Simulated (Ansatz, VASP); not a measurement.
One calculation of Nb, two programs

```xyz
1
Lattice="-1.6373 1.6373 1.6373 1.6373 -1.6373 1.6373 1.6373 1.6373 -1.6373" Properties=species:S:1:pos:R:3 pbc="T T T"
Nb    0.0000    0.0000    0.0000
```

Alike in both runs: functional PBEsol; k mesh 20 × 20 × 20; occupations fermi-dirac, width 0.15 eV; no spin polarisation.

Ansatz relaxed the structure, and its values are those at the end. VASP's run is a single point on that final structure, the one shown.

|  | VASP | Ansatz |
| --- | --- | --- |
| version | VASP 6.6.1 | Ansatz 0.2.0 |
| potentials or method | VASP PAW PBE potentials, release 64 (Nb_sv) | scalar-relativistic, plane waves, PAW |
| plane-wave cutoff (eV) | 520 | 420 |
| valence electrons in the cell | 13 | 13 |

Ansatz gave:

| Item | Value |
| --- | --- |
| gap on the k mesh at the Fermi level (eV) | none |
| pressure (GPa) | 0.0 |

Task: What did VASP give for the same quantities?

Result: gap on the k mesh at the Fermi level (eV): none; pressure (GPa): -0.3.

A gap of «none» marks a metal or a gap that the smearing closes.

Caveats: the PAW data sets were made with another functional, which shifts forces and pressure a little (VASP).
